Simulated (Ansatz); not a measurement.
# Compressing In: a fit and a missing row

In, Im-3m, a = 3.819 Å. This isn't the element's structure at ambient conditions. Ansatz: PBE, PAW, 420 eV, Γ-centred 16×16×16 mesh on 1 atom, Gaussian smearing 0.10 eV; no spin polarisation. Symmetry fixes shape and atoms, so the cell is only scaled; pressure is positive in compression.

```
V (Å³/atom) P (GPa)
     24.514     6.00
     25.349        ?
     26.185     2.47
     27.021     1.15
     27.856     0.02
     28.692    -0.93
     29.528    -1.72
     30.642    -2.56
```

**Question.** Take V0 = 27.856 Å³/atom, count pressures from its P0 = 0.02 GPa, fit the third-order Birch–Murnaghan form to the other rows, and predict the missing pressure.

**Answer.** With the Eulerian strain f = ½[(V0/V)^(2/3) − 1] and y = (P − P0)/[3f(1 + 2f)^(5/2)], the form is the line y = B0 + 1.5 B0 (B0′ − 4) f. Rows (f, y): 0.04447, 36.2; 0.02105, 35.0; 0.01025, 34.9; -0.00976, 34.1; -0.01906, 33.5; -0.03079, 32.7. Means f = 0.002693, y = 34.400; Σ(Δf)² = 0.003889, ΣΔfΔy = 0.1702; the slope is their ratio. y = 34.28 + 43.77 f GPa, so B0 = 34.3 GPa and B0′ = 4 + 2 × (43.77)/(3 × 34.28) = 4.85. At V = 25.349, f = 0.03245, y = 35.70 and P = 4.09 GPa. The run gave 4.05 GPa, so the fit is 0.04 GPa too high, a small miss on the scale of the series.